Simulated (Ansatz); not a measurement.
Structure optimisation: manganese, alpha-Mn (A12)

Level of theory: DFT, m-r2SCAN, plane waves (500 eV) with PAW, scalar-relativistic in Ansatz. The PAW files were generated under PBE, with cores re-solved for the functional.

k-point mesh 3×3×3, Fermi-Dirac smearing 0.05 eV, starting moments 3.00, -2.50 ×4, -0.60 ×12, 0.60 ×12 μB. Cell and atoms relax.

Starting structure:

```
CELL_PARAMETERS angstrom
-4.40000 4.40000 4.40000
4.40000 -4.40000 4.40000
4.40000 4.40000 -4.40000
ATOMIC_POSITIONS crystal
Mn 0.36600 0.00000 0.00000
Mn 0.60900 0.32300 0.00000
Mn 0.60900 0.00000 0.32300
Mn 0.81100 0.63300 0.00000
Mn 0.81100 0.00000 0.63300
Mn 0.82200 0.18900 0.18900
Mn 0.00000 0.36600 0.00000
Mn 0.32300 0.60900 0.00000
Mn 0.00000 0.60900 0.32300
Mn 0.63300 0.81100 0.00000
Mn 0.00000 0.81100 0.63300
Mn 0.18900 0.82200 0.18900
Mn 0.00000 0.00000 0.36600
Mn 0.00000 0.32300 0.60900
Mn 0.32300 0.00000 0.60900
Mn 0.00000 0.63300 0.81100
Mn 0.63300 0.00000 0.81100
Mn 0.18900 0.18900 0.82200
Mn 0.00000 0.00000 0.00000
Mn 0.63400 0.63400 0.63400
Mn 0.39100 0.39100 0.71400
Mn 0.71400 0.39100 0.39100
Mn 0.39100 0.71400 0.39100
Mn 0.67700 0.67700 0.28600
Mn 0.28600 0.67700 0.67700
Mn 0.67700 0.28600 0.67700
Mn 0.36700 0.36700 0.17800
Mn 0.17800 0.36700 0.36700
Mn 0.36700 0.17800 0.36700
```

Q: What cell does the relaxation end in?

A: I-43m (spin ignored) with a = 8.493 Å; 10.56 Å³ per atom against 11.75 at the start (-10.1 %).

Q: How much energy does the relaxation gain?

A: 99.4 meV per atom.

Path of the relaxation (the plane waves are chosen anew near the end, which can shift the energy a little):

```json
{"step": "0", "E − E(final) (meV/atom)": "99.39", "V (Å³/atom)": "11.750", "P (GPa)": "-22.80", "max force (eV/Å)": "0.568"}
{"step": "1", "E − E(final) (meV/atom)": "6.53", "V (Å³/atom)": "10.826", "P (GPa)": "-6.56", "max force (eV/Å)": "0.221"}
{"step": "2", "E − E(final) (meV/atom)": "0.34", "V (Å³/atom)": "10.482", "P (GPa)": "2.25", "max force (eV/Å)": "0.054"}
{"step": "3", "E − E(final) (meV/atom)": "-0.20", "V (Å³/atom)": "10.566", "P (GPa)": "-0.07", "max force (eV/Å)": "0.048"}
{"step": "4", "E − E(final) (meV/atom)": "-0.30", "V (Å³/atom)": "10.563", "P (GPa)": "0.01", "max force (eV/Å)": "0.011"}
{"step": "5", "E − E(final) (meV/atom)": "0.00", "V (Å³/atom)": "10.563", "P (GPa)": "-0.02", "max force (eV/Å)": "0.011"}
```

Q: Which magnetic state does it end in?

A: ferrimagnetic, largest moment 1.96 μB in the atomic sphere; moments 1.96, -0.76 ×4, 0.10 ×12, -0.03 ×12 μB.

m-r²SCAN is r²SCAN on the gauge-invariant kinetic-energy density; without spin polarisation the two are equal.
